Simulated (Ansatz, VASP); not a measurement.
# Si27C26 (V_C): VASP beside Ansatz

Aim: how closely do two programs agree when they are given the same cell, functional and k mesh? The cell is taken from a series of runs on this material, whose earlier steps may have relaxed, scaled, displaced or heated it; both programs get it as it stands.

Method: plane waves, with VASP 6.6.1 beside it; single point at r2SCAN, in Ansatz 0.2.0.

## (1) The structure

The cell holds 53 atoms: 27 Si and 26 C. Cell: a = 8.964 Å, b = 8.964 Å, c = 8.964 Å, α = 60.0°, β = 60.0°, γ = 60.0°. It derives from SiC (SiC (F-43m)). Nearest the centre at fractional (0.417, 0.417, 0.417): Si15 at 1.75 Å, Si23 at 1.75 Å, Si17 at 1.75 Å, Si14 at 1.77 Å, C41 at 2.88 Å, C46 at 2.88 Å, C35 at 2.88 Å, C40 at 2.89 Å.

As a file:

```xyz
53
Lattice="0.0000 6.3388 6.3388 6.3388 0.0000 6.3388 6.3388 6.3388 0.0000" Properties=species:S:1:pos:R:3 pbc="T T T"
Si    6.3391    6.3390   12.6638
Si    8.4481    8.4480   12.6746
Si   10.5578   10.5577   12.6640
Si    2.1094    0.0049    2.1097
Si    4.2152    2.1093    2.1089
Si    6.3548   10.5412    8.3974
Si   10.5583    6.3390    4.2327
Si    6.3313    2.1364    4.2359
Si    8.4224    4.2269    4.2371
Si    0.0050    2.1093    2.1097
Si    2.1094    4.2150    2.1089
Si   10.5414    6.3547    8.3974
Si    8.4484    8.4482    4.2212
Si    4.3453    4.3452    4.1162
Si    6.2080    6.2079    4.1231
Si    4.2277    2.1366    6.3203
Si    6.2143    4.3477    6.4366
Si    8.4216    6.3308    6.3214
Si    6.3391   10.5581    4.2327
Si    2.1365    6.3312    4.2359
Si    4.2271    8.4223    4.2371
Si    2.1368    4.2276    6.3203
Si    4.3479    6.2142    6.4366
Si    6.3310    8.4215    6.3214
Si   10.5423   10.5422    8.4987
Si    6.3553    6.3552    8.4979
Si    8.4490    8.4489    8.4481
C     1.0550    1.0548    1.0476
C     3.1641    3.1640    1.0475
C     5.2794    5.2792    1.0352
C     3.1647    1.0551    3.1720
C     5.3040    3.1558    3.1252
C     7.4011    5.2534    3.1278
C     5.2797    1.0640    5.2788
C     7.3184    3.2400    5.3178
C     9.4949    5.2795    5.2792
C     1.0553    3.1646    3.1720
C     3.1559    5.3039    3.1252
C     5.2535    7.4009    3.1278
C     3.2423    3.2422    5.2391
C     7.3168    7.3167    5.2406
C     5.2540    3.1573    7.4309
C     7.4024    5.3041    7.4319
C     9.4837    7.4143    7.3474
C     1.0642    5.2795    5.2788
C     3.2401    7.3183    5.3178
C     5.2796    9.4948    5.2792
C     3.1574    5.2539    7.4309
C     5.3042    7.4023    7.4319
C     7.4144    9.4836    7.3474
C     5.2798    5.2797    9.5227
C     7.4141    7.4140    9.5482
C     9.4842    9.4841    9.5489
```

## (2) VASP: single point, r2SCAN, pair 1

A single point gives forces, pressure and levels at one fixed geometry, so differences don't come from the geometry; what else differs is listed under the comparison.

Lines of VASP's logs that name or quote its potential files are left out, and so is its time.

The input, INCAR:

```
SYSTEM = Si27C26
PREC = Accurate
ENCUT = 580
EDIFF = 1E-06
NELM = 120
ISMEAR = 0
SIGMA = 0.01
LREAL = Auto
ALGO = Normal
METAGGA = R2SCAN
LASPH = .TRUE.
NBANDS = 144
LORBIT = 11
LWAVE = .FALSE.
LCHARG = .FALSE.
ISIF = 2
ISYM = 0
GGA_COMPAT = .FALSE.
EFERMI = MIDGAP
LMIXTAU = .TRUE.
KPAR = 4
```

The input, POSCAR:

```
Si27C26
1.0
    0.0000000000      6.3388420664      6.3388420664
    6.3388420664      0.0000000000      6.3388420664
    6.3388420664      6.3388420664      0.0000000000
Si C
27 26
Direct
    0.9988943116      0.9989142911      0.0011279396
    0.9997447460      0.9997647255      0.3329924652
    0.9989085856      0.9989285652      0.6666440841
    0.0004024654      0.3324127132      0.0003666626
    0.0002402440      0.3324598442      0.3325151072
    0.9925957098      0.3321596196      0.6703619436
    0.0010591679      0.6666780941      0.9989693169
    0.0032317919      0.6650148360      0.3337970878
    0.0032810025      0.6651461340      0.6635501856
    0.3323927337      0.0004224449      0.0003666626
    0.3324398647      0.0002602235      0.3325151072
    0.3321396402      0.9926156894      0.6703619436
    0.3329543380      0.3329743174      0.9998195719
    0.3246740604      0.3246940399      0.3608160036
    0.3252139489      0.3252339284      0.6541211858
    0.3335950793      0.6634726796      0.0034754927
    0.3604757291      0.6549386928      0.3254121802
    0.3337012787      0.6635407534      0.6650351342
    0.6666581146      0.0010791473      0.9989693169
    0.6649948566      0.0032517714      0.3337970878
    0.6651261544      0.0033009820      0.6635501856
    0.6634527001      0.3336150588      0.0034754927
    0.6549187133      0.3604957086      0.3254121802
    0.6635207739      0.3337212582      0.6650351342
    0.6703586291      0.6703786086      0.9927505349
    0.6702952590      0.6703152385      0.3322889204
    0.6663678877      0.6663878672      0.6665072410
    0.0826268257      0.0826468052      0.0837827204
    0.0826149474      0.0826349269      0.4165273840
    0.0816414917      0.0816614712      0.7511979481
    0.0838033602      0.4166020518      0.0826540696
    0.0770641202      0.4159553741      0.4207885351
    0.0773123761      0.4161263044      0.7514483574
    0.0838598258      0.7489070531      0.0839994365
    0.0977609572      0.7411667962      0.4133722874
    0.0839115574      0.7489257682      0.7489680104
    0.4165820723      0.0838233398      0.0826540696
    0.4159353946      0.0770840997      0.4207885351
    0.4161063249      0.0773323556      0.7514483574
    0.4132406626      0.4132606421      0.0982355059
    0.4133645324      0.4133845119      0.7408921843
    0.4207543341      0.7515218308      0.0773332535
    0.4207101220      0.7517301232      0.4160537632
    0.4163211968      0.7427840358      0.7533429248
    0.7488870736      0.0838798052      0.0839994365
    0.7411468167      0.0977809367      0.4133722874
    0.7489057888      0.0839315369      0.7489680104
    0.7515018512      0.4207743136      0.0773332535
    0.7517101438      0.4207301016      0.4160537632
    0.7427640563      0.4163411762      0.7533429248
    0.7511267424      0.7511467219      0.0817781765
    0.7531428463      0.7531628258      0.4164708144
    0.7531922872      0.7532122667      0.7429927694
```

The input, KPOINTS:

```
Points of the shifted mesh
8
Reciprocal
 0.2500000000  0.2500000000  0.2500000000 1
 0.2500000000  0.2500000000  0.7500000000 1
 0.2500000000  0.7500000000  0.2500000000 1
 0.2500000000  0.7500000000  0.7500000000 1
 0.7500000000  0.2500000000  0.2500000000 1
 0.7500000000  0.2500000000  0.7500000000 1
 0.7500000000  0.7500000000  0.2500000000 1
 0.7500000000  0.7500000000  0.7500000000 1
```

Potentials, in the order of the species: Si and C (PBE family, release 64).

Launch:

```
mpirun -np 8 vasp_std
```

Numbers of over 12 decimals in the logs are rounded to 6 here.

Output:

```text
[banner, memory and clock lines left out]
running    8 mpi-ranks, on    1 nodes
[...]
|                                                                             |
|           W    W    AA    RRRRR   N    N  II  N    N   GGGG   !!!           |
|           W    W   A  A   R    R  NN   N  II  NN   N  G    G  !!!           |
|           W    W  A    A  R    R  N N  N  II  N N  N  G       !!!           |
|           W WW W  AAAAAA  RRRRR   N  N N  II  N  N N  G  GGG   !            |
|           WW  WW  A    A  R   R   N   NN  II  N   NN  G    G                |
|           W    W  A    A  R    R  N    N  II  N    N   GGGG   !!!           |
|                                                                             |
|     For optimal performance we recommend to set                             |
|       NCORE = 2 up to number-of-cores-per-socket                            |
|     NCORE specifies how many cores store one orbital (NPAR=cpu/NCORE).      |
|     This setting can greatly improve the performance of VASP for DFT.       |
[...]
|               ----> ADVICE to this user running VASP <----                  |
|                                                                             |
|     You enforced a specific xc type in the INCAR file but a different       |
|     [... a line on the potential file left out ...]
|     I HOPE YOU KNOW WHAT YOU ARE DOING!                                     |
|                                                                             |

 LDA part: xc-table for (None), standard interpolation
 POSCAR, INCAR and KPOINTS ok, starting setup
[...]
entering main loop
       N       E                     dE             d eps       ncg     rms          rms(c)
DAV:   1     0.615900337198E+03    0.61590E+03   -0.10906E+05  2304   0.152E+03
DAV:   2    -0.509850277271E+03   -0.11258E+04   -0.10647E+04  2800   0.259E+02
DAV:   3    -0.586296472260E+03   -0.76446E+02   -0.75577E+02  2776   0.628E+01
DAV:   4    -0.587810080532E+03   -0.15136E+01   -0.15077E+01  2792   0.974E+00
[...]
DAV:  24    -0.503814230008E+03   -0.45362E-05   -0.38279E-06  2304   0.594E-03    0.178E-02
DAV:  25    -0.503814228997E+03    0.10109E-05   -0.10221E-06  1344   0.309E-03    0.910E-03
DAV:  26    -0.503814228706E+03    0.29191E-06   -0.62248E-07  1344   0.241E-03
   1 F= -.50381423E+03 E0= -.50381423E+03  d E =0.000000E+00
```

OUTCAR, selected parts (step 2):

```text
  Total       65.1392996     65.1389914     82.6545576     -0.6870871      0.0771450      0.0770290
  in kB      204.8773167    204.8763473    259.9666264     -2.1610388      0.2426377      0.2422730
  external PRESSURE =     223.2400968 kB  Pullay stress =       0.0000000 kB

 POSITION                                       TOTAL-FORCE (eV/Angst)
 -----------------------------------------------------------------------------------
      6.33911      6.33898     12.66379         0.001590      0.001756     -0.005880
      8.44814      8.44801     12.67457         0.003151      0.003311      0.015729
     10.55780     10.55768     12.66397         0.001688      0.001857      0.001504
      2.10944      0.00488      2.10966         0.003373      0.000742     -0.000140
      4.21517      2.10928      2.10893        -0.001417     -0.002397     -0.000893
      6.35483     10.54123      8.39741         0.000155     -0.005189      0.004905
     10.55828      6.33902      4.23268        -0.002033     -0.000044      0.000040
      6.33131      2.13637      4.23591         0.001190      0.005094     -0.002846
      8.42240      4.22694      4.23705        -0.004953      0.000226     -0.004899
      0.00500      2.10931      2.10966         0.000688      0.003379     -0.000021
      2.10941      4.21504      2.10893        -0.002402     -0.001799     -0.000889
     10.54135      6.35470      8.39741        -0.005304      0.000192      0.004662
      8.44837      8.44824      4.22122        -0.001128     -0.000960     -0.025351
      4.34534      4.34521      4.11624        -0.013466     -0.013304     -0.031217
[...]
-----------------------------------------------------------------------------------
    total drift:                                0.003755      0.003957      0.017306

  FREE ENERGIE OF THE ION-ELECTRON SYSTEM (eV)
  ---------------------------------------------------
  free  energy   TOTEN  =      -503.8142287056 eV

  energy  without entropy=     -503.8142287056  energy(sigma->0) =     -503.81422871

[... 1 further part left out ...]
```

The gap is read on the k-mesh alone, so it is an upper bound where the band edges lie off the mesh. The PAW data sets were made with PBE, which is usual practice but a small mismatch for other functionals.

## (3) Ansatz: single point, r2SCAN, pair 1

Ansatz runs on its PAW soft_1 files.

The same cell, functional and mesh now go to Ansatz.

The input, input.yaml:

```yaml
crystal:
  checkpoint: "../q0.relax.run"
  host: checkpoint
basis:
  ecutwfc: 500
  xc_grid: 2
hamiltonian:
  xc: r2scan
  pseudopotentials: { kind: paw, azcp: { folder: soft_1 } }
kpoints:
  mp_grid: { grid: [2, 2, 2], shift: [0.5, 0.5, 0.5] }
scf:
  occupations: { method: fixed }
  max_iter: 60
output:
  forces: true
  eigenvalues: true
  charged_corrections:
    epsilon: 7.06
    static_epsilon: 10.43
    defect_position: [0.416667, 0.416667, 0.416667]
  eigenstates: { localisation: true }
  populations: true
  band_densities: [{ bands: [v1, v1] }, { bands: [c1, c1] }]
  write_density: true
  write_potential: true
  volumetric_format: npy
  elf: true
checkpoint:
  read: "../q0.relax.run"
  write: "../q0.point.run"
  compress: false
  write_wavefunctions: false
  write_every: 100000
```

Launch:

```
ansatz run input.yaml --threads 4 --pin off --max-ram 7536MiB --backend cpu --events-out ev --progress --plain --runs-dir out
```

Output:

```text
crystal.checkpoint: the structure is that of <dir>, a `relax` run, at its step 14: its result, under r2scan at a charge of 0 e; 53 atoms read, 0 with a starting moment; crystal.structure_sha256 for this input is
Engine: ansatz 0.2.0, x86_64-unknown-linux-gnu
Pseudopotentials: kind: paw
Pseudopotential: Si, paw, valence charge 4, recommended cutoff 500 eV (meta_gga), soft_1/Si.paw.azcp
Pseudopotential: C, paw, valence charge 4, recommended cutoff 500 eV (meta_gga), soft_1/C.paw.azcp
Functional definition: r2SCAN
  parameter k0 = 0.174
  parameter k1 = 0.065
  parameter a1 = 4.9479
  exchange = r2scan_x(k0 = k0, k1 = k1, a1 = a1)
  correlation = r2scan_c
Crystal: 53 atoms, lattice volume = 509.401 Å³
Basis set: ecut = 500 eV, 12939 PW (Γ), exchange–correlation on 144×144×144 points (8 copies of the dense FFT grid, shifted against one another)
Bands: 159, of which v1, the nominal top of the filled ones, is band 106 counted from 1 (105 counted from 0)
Symmetry: 1 space group operations
Space group: P1 (ITA 1), of the structure as read, at distance tolerance 8.0e-5 Å
k-points: 4 of 8 (time reversal used)
Non-local potential: Si, projectors of the file, l = 0: 2, l = 1: 2, l = 2: 1
Non-local potential: C, projectors of the file, l = 0: 2, l = 1: 2, l = 2: 1
PAW form: soft (Blöchl's): semilocal exchange-correlation on the pseudo side does not see the compensation charge
PAW frozen core: Si, regenerated for the run's functional (the file was generated under x = pbe(κ = 0.804, μ = 0.219515), c = pbe(β = 0.066725))
PAW frozen core: C, regenerated for the run's functional (the file was generated under x = pbe(κ = 0.804, μ = 0.219515), c = pbe(β = 0.066725))
PAW one-centre angular grid: Si, 302 points (default); XC on 160 Gauss nodes
PAW one-centre angular grid: C, 302 points (default); XC on 219 of its mesh's 2255 points in the sphere
Initial density: read from a saved state, or passed on in memory by an earlier SCF of this step, an earlier step, the calling program or the single point that the run made first
Initial wavefunctions: those read from a saved state, or passed on in memory by an earlier step or the calling program
Functional: x = r2scan, c = r2scan; τ floored in thin density (d = 2e-4 eV/Å³)
SCF iter   1: F=—  HF=-23806.101022 eV  |F-HF|=—  |Δ(HF+E_count)|=         —  Δρ=6.71e-7  dr2=2.00e-9  dr2_τ=1.24e-10  ethr=2.98e-12  ⟨swp⟩=3.0  Hψ=1489  notcnv=0
preconditioner: auto → Resta (q_TF=auto, 2.357 Å⁻¹)  ε∞=4.3  [insulator: Δε(μ)=0.475 eV  Ē_g=13.222 eV  n_scr=112 (ndim 8)  ℏωp=24.0 eV  f_vac=0.000  ε∞_Penn≈4.3]
SCF iter   2: F=-23806.101022 eV  HF=-23806.101022 eV  |F-HF|=5.17e-10  |Δ(HF+E_count)|=  7.93e-10  Δρ=4.11e-7  dr2=6.76e-10  dr2_τ=1.37e-11  ethr=1.00e-12  ⟨swp⟩=7.0  Hψ=2931  notcnv=0
SCF 1 converged in 2 iterations: F = -23806.101022 eV  dr2 = 6.76e-10
  greatest PAW one-centre occupation: 0.675 electrons in one spin orbital (limit 2), on the C atom at site 23 (counted from 0), in its partial waves of l = 0
SCF converged after 2 iterations
Free energy (F): -23806.101022 eV
Harris-Foulkes:  -23806.101022 eV  (|F-HF|=5.17e-10)
Internal energy: -23806.101022 eV  (E = F + TS)
E sigma→0 (E₀):  -23806.101022 eV
Fermi energy:    11.970251 eV
--- Per-component energies (eV) ---
  E_band       = 857.255450
  E_kinetic    = 3644.987225
  E_local      = -2427.767247  (includes V_loc(G=0)·N_el)
  E_nonlocal   = 1192.907201
  E_hartree    = 864.234544
  E_xc         = -2732.364133
  E_vxc        = -3172.109326  (∫ρ·V_xc dr)
  E_paw        = -16646.370721  (= ΣΔE_a)
  E_vpaw       = -255.976539  (= ΣTr[D̂ρ^β])
  E_aug_tail   = 0.000379  (compensation charges beyond the density's cutoff)
  E_vtau       = 146.744656  (kinetic-family band-sum trace: ∫τ·v_τ [+ j·A + Jᵃ·Aᵃ] dr)
  E_ewald      = -7699.020456
  E_core_change = -2.707815  (= ΣΔE_core)
  E_smearing   = -0.000000  (= −TS)
  E_closure    = 0.000000  (closes the sum)
  Σ components = -23806.101022   (vs F -23806.101022, Δ=0.00e0)
--- Forces (eV/Å), atoms counted from 1 ---
  atom   1  Si     0.00061011     0.00168003    -0.00246808
  atom   2  C     -0.00218010    -0.00195064     0.00119362
  atom   3  Si     0.00223481    -0.00006729    -0.00149031
  atom   4  C      0.00185422     0.00132292    -0.00369151
  atom   5  Si     0.00172756     0.00135161    -0.00286303
  atom   6  C     -0.00143013    -0.00219609     0.00625080
  atom   7  Si     0.00142574     0.00243448    -0.00186201
  atom   8  C      0.00062911    -0.00177392    -0.00079613
  atom   9  Si    -0.00271446    -0.00108040     0.00009402
  atom  10  C      0.00083433     0.00573970    -0.00139007
  atom  11  Si    -0.00092830    -0.00284145     0.00092321
  atom  12  C     -0.00442939     0.00223915    -0.00215717
  atom  13  Si     0.00016356     0.00031163     0.00265553
  atom  14  C      0.00102554    -0.00075214     0.00005813
[...]
atom  32  Si     0.00730771    -0.00303817    -0.00445576
  atom  33  C     -0.00323116    -0.00243598     0.00530624
  atom  34  Si     0.00233891     0.00393683     0.00201704
  atom  35  C     -0.00008391     0.00137379     0.00149182
  atom  36  Si    -0.00116586     0.00055166     0.00192514
  atom  37  C     -0.00124011    -0.00020248    -0.00033884
  atom  38  Si     0.00132856     0.00703840     0.00048652
  atom  39  C      0.00213986    -0.00556997    -0.00161692
  atom  40  Si    -0.00398159    -0.00326934     0.00082138
  atom  41  C     -0.00196972    -0.00026949     0.00052574
[...]
atom  46  Si     0.00185216     0.00220392     0.00134560
  atom  47  C      0.00164121     0.00011390     0.00141285
  atom  48  Si     0.00168924     0.00000770    -0.00408223
  atom  49  C     -0.00133908    -0.00213319    -0.00658272
  atom  50  Si     0.00018108     0.00131281    -0.00449024
  atom  51  C      0.00391104     0.00331244     0.00229461
  atom  52  Si    -0.00028735    -0.00002171    -0.00350171
  atom  53  C     -0.00370526    -0.00349837     0.00289377
  max |Σ_I F_I| component: 2.22e-3 eV/Å
--- Band table (eV) ---
  k-point 0: bands = [... 102 lower, 9.7706, 10.1860, 10.1962, 11.9703, 13.0496, 13.2345, 13.3881, 13.6118, ... 49 higher]
  k-point 1: bands = [... 102 lower, 9.6741, 9.8568, 10.0735, 11.2761, 12.4452, 13.1417, 13.3504, 14.1062, ... 49 higher]
  k-point 2: bands = [... 102 lower, 9.6836, 9.8752, 10.0988, 11.6854, 12.6476, 12.6789, 13.1538, 14.0528, ... 49 higher]
  k-point 3: bands = [... 102 lower, 9.6837, 9.8752, 10.0989, 11.6856, 12.6476, 12.6790, 13.1536, 14.0527, ... 49 higher]
--- Löwdin populations: 53 sites ---
  site symbol       q [e]
     0     Si      2.8879
     1      C      5.0262
     2     Si      2.9126
     3      C      5.0254
     4     Si      2.8884
     5      C      5.0267
     6     Si      2.8838
     7      C      5.0257
     8     Si      2.8807
     9      C      5.0130
    10     Si      2.8863
    11      C      5.0093
    12     Si      2.8882
    13      C      5.0282
    14     Si      2.8924
    15      C      4.9747
    16     Si      2.8924
    17      C      5.0282
    18     Si      2.8838
    19      C      5.0257
    20     Si      2.8807
    21      C      5.0131
    22     Si      2.8863
    23      C      5.0093
[...]
45     Si      2.8927
    46      C      5.0261
    47     Si      2.8853
    48      C      5.0267
    49     Si      2.8861
    50      C      5.0256
    51     Si      2.8889
    52      C      5.0268
  spilling = 0.010728 (of n_electrons = 212.000000)
--- Band densities, each state counted as filled ---
  window                                       electrons  max residual (eV)  cut levels
  bands: [v1, v1]                               2.000000             2.6e-9           0
  bands: [c1, c1]                               2.000000             1.4e-4           0
```

## (4) Differences

Known differences besides the potentials themselves: VASP keeps PBE cores, Ansatz makes them for the functional; fixed occupations in Ansatz, narrow Gaussian smearing in VASP; the cutoff is 500 eV in Ansatz and 580 eV in VASP (PREC = Accurate, projectors in real space). Total energies have different zeros and are not compared.

Both answers:

```csv
quantity,Ansatz,VASP,difference
gap on the k mesh (eV),0.475,0.488,-0.013
```

At this near-relaxed geometry the largest component of a force difference is 27 meV/Å. A gap on the mesh is an upper bound, since the band edges may lie between its points.

[end of part 1 of 2]

[Lines on the potential files, build, host, timing and source positions are cut from VASP's logs without a mark.]

[Logs are printed without paths, hosts, clocks, repeated set-up lines and the standing remarks that a program may print on its own settings, such as how far it seeks lower states.]

[Hosts, paths, dates, database ids (printed as entryN), source tags and the programs' standing remarks are cut or masked in the printed files.]
